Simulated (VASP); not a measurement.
Set up this calculation in VASP 6.6.1, as the native input.

```
Task                   : Born charges and dielectric tensor
Functional             : LDA
Potentials or basis    : VASP PAW LDA potentials, release 64 (Mo_sv, Se)
Cutoff                 : 600 eV
k mesh                 : 9 × 9 × 2
Occupations            : gaussian, width 0.02 eV
Spin                   : no spin polarisation
Further INCAR settings : ALGO = Normal; EDIFF = 1e-08; IBRION = 8; NSW = 1
```

The structure of MoSe2 lies in POSCAR:

```
MoSe2
1.0
    3.3222601900      0.0000000000      0.0000000000
   -1.6611300900      2.8771617200      0.0000000000
    0.0000000000      0.0000000000     13.5429565500
Mo Se
2 4
Direct
    0.6666666700      0.3333333300      0.7500000000
    0.3333333300      0.6666666700      0.2500000000
    0.3333333300      0.6666666700      0.8722223200
    0.6666666700      0.3333333300      0.3722223200
    0.3333333300      0.6666666700      0.6277776800
    0.6666666700      0.3333333300      0.1277776800
```

The cell is a database's computed one.

These files were run (other wordings do the same):

INCAR

```
ALGO = Normal
EDIFF = 1E-8
ENCUT = 600
GGA = CA
IBRION = 8
ISIF = 2
ISMEAR = 0
LASPH = True
LCHARG = False
LEPSILON = True
LREAL = False
LWAVE = False
NELM = 100
NSW = 1
PREC = Accurate
SIGMA = 0.02
```

KPOINTS

```
k-points
0
Gamma
  9 9 2
```

Potentials or basis: VASP PAW LDA potentials, release 64 (Mo_sv, Se).

Command:

```sh
$ cat potpaw_LDA.64/Mo_sv/POTCAR potpaw_LDA.64/Se/POTCAR > POTCAR
$ mpirun -np 1 vasp_std > vasp.out
```

Results of the run:

- Band gap on the k mesh: 1.06 eV, indirect (least direct gap 1.37 eV)
- Electronic dielectric tensor (diagonal): 16.22, 16.22, 6.43
- Born charges (mean of the diagonal): Mo -1.46; Se +0.73 e
- Highest phonon frequency at Γ, LO-TO splitting left out: 342 cm⁻¹

Caveat: an odd mesh through Γ misses points on the zone boundary, where band edges often lie.

Run time: 80 min on 1 thread of Intel(R) Xeon(R) Platinum 8259CL CPU @ 2.50GHz (Skylake/Cascade Lake), with other jobs on the host, peak memory 0.98 GiB.
